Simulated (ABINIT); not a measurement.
Set up this calculation in ABINIT 10.8.3 (patched build), as the native input.

```yaml
Task: single point
Functional: PBEsol
Potentials_or_basis: JTH PAW PBE v2.0
Cutoff: 626 eV
k_mesh: 7 × 7 × 7
Occupations: fermi-dirac, width 0.05 eV
Spin: no spin polarisation
Fine-grid_cutoff: 1224.51 eV
```

The system is MgTe.

```xyz
2
Lattice="0.0000 3.2320 3.2320 3.2320 0.0000 3.2320 3.2320 3.2320 0.0000" Properties=species:S:1:pos:R:3 pbc="T T T"
Te    1.6160    1.6160    1.6160
Mg    0.0000    0.0000    0.0000
```

The cell comes from a database or a generator and needn't be the stable form of this composition.

The input as run:

run.abi

```
# Pseudopotentials
pp_dirpath "./"
pseudos "Te.GGA_PBE-JTH.xml, Mg.GGA_PBE-JTH.xml"

# Structure
acell 4.5707365703 4.5707365703 4.5707365703 Angstrom
rprim
     0.0000000000     0.7071067812     0.7071067812
     0.7071067812     0.0000000000     0.7071067812
     0.7071067812     0.7071067812     0.0000000000
ntypat 2
znucl 52 12
natom 2
typat 1 2
xred
     0.2500000000     0.2500000000     0.2500000000
     0.0000000000     0.0000000000     0.0000000000

# Plane-wave basis
ecut 23.0
pawecutdg 45.0
pawxcdev 0

# k points
kptopt 1
ngkpt 7 7 7
nshiftk 1
shiftk 0.0 0.0 0.0

# Exchange and correlation
ixc -116133

# Bands and occupations
nband 12
occopt 3
tsmear 0.00183747

# SCF cycle
nstep 100
tolvrs 1.0e-9

# Output
iomode 3
prtwf 0
prteig 0
prtebands 0
enunit 1
prtden 1
prtvha 1
prtvclmb 1
prtpot 1
```

Potentials or basis: JTH PAW PBE v2.0.

Command:

```bash
$ abinit run.abi > log 2>&1
```

It gave:

```
Pressure                                              : -0.3 GPa
Band gap on the k mesh                                : 2.31 eV, direct
Valence electrons inside the program's atomic spheres : Te 3.21; Mg 8.20
```

Caveat: the PAW data sets were made with another functional, which shifts forces and pressure a little; spin-orbit coupling is left out, which moves the levels of the heavy elements.

Wall time 23 s on 1 thread of Arm Neoverse V2, on a shared host, peak memory 0.13 GiB.
